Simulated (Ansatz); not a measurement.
The system is SnO.

```
Sn O
1.0
     3.81370    0.00000    0.00000
     0.00000    3.81370    0.00000
     0.00000    0.00000    4.88691
Sn O
2 2
Direct
  0.50000 0.00000 0.76463
  0.00000 0.50000 0.23537
  0.00000 0.00000 0.00000
  0.50000 0.50000 0.00000
```

The cell is a database's computed one.

Base run:

| Quantity | Value |
| --- | --- |
| Program | Ansatz 0.2.0 |
| Functional | PBE |
| Potentials or basis | Ansatz PAW |
| Cutoff | 420 eV (not typed: the program's choice for these potentials) |
| k mesh | 7 × 7 × 6 |
| Occupations | fixed |
| Spin | no spin polarisation |

Its results: band gap on the k mesh 0.37 eV, indirect (least direct gap 2.07 eV); electronic dielectric tensor (diagonal) 8.04, 8.04, 7.01.

Problem. The run is repeated on the same cell with these changes: functional from PBE to LDA. What comes out?

Solution. Band gap on the k mesh 0.45 eV, indirect (least direct gap 2.01 eV); electronic dielectric tensor (diagonal) 7.93, 7.93, 7.04.

Caveats: the gap is small at this level, which inflates the dielectric constant; odd divisions of the mesh miss points on the zone boundary, where band edges often lie, so the gap on the mesh can be too wide; spin-orbit coupling is left out, which moves the levels of the heavy elements.

A k mesh can miss the band edges.
